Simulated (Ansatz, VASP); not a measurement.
**MgZnO4 in VASP and in Ansatz**

```
Mg Zn O
1.0
     0.00000    3.11912    3.11912
     3.11912    0.00000    3.11912
     3.11912    3.11912    0.00000
Mg Zn O
1 1 4
Direct
  0.25000 0.25000 0.25000
  0.00000 0.00000 0.00000
  0.62468 0.62468 0.62468
  0.62468 0.12597 0.62468
  0.12597 0.62468 0.62468
  0.62468 0.62468 0.12597
```

Change from the starting cell: species swapped into the YbNi4Au type (F-43m, No. 216).

Alike in both runs: functional PBE; k mesh 6 × 6 × 6; occupations gaussian, width 0.1 eV; no spin polarisation.

Ansatz relaxed the structure, and its values are those at the end. VASP's run is a single point on that final structure, the one shown.

|  | VASP | Ansatz |
| --- | --- | --- |
| version | VASP 6.6.1 | Ansatz 0.2.0 |
| potentials or method | VASP PAW PBE potentials, release 64 (Mg, Zn, O) | scalar-relativistic, plane waves, PAW |
| plane-wave cutoff (eV) | 520 | 420 |
| valence electrons in the cell | 38 | 46 |

```tsv
	VASP	Ansatz	Ansatz less VASP
gap on the k mesh at the Fermi level (eV)	none	none	-
pressure (GPa)	-0.2	0.1	+0.26
```

A gap of «none» marks a metal or a gap that the smearing closes. The two sets of potentials don't hold the same shells in valence.
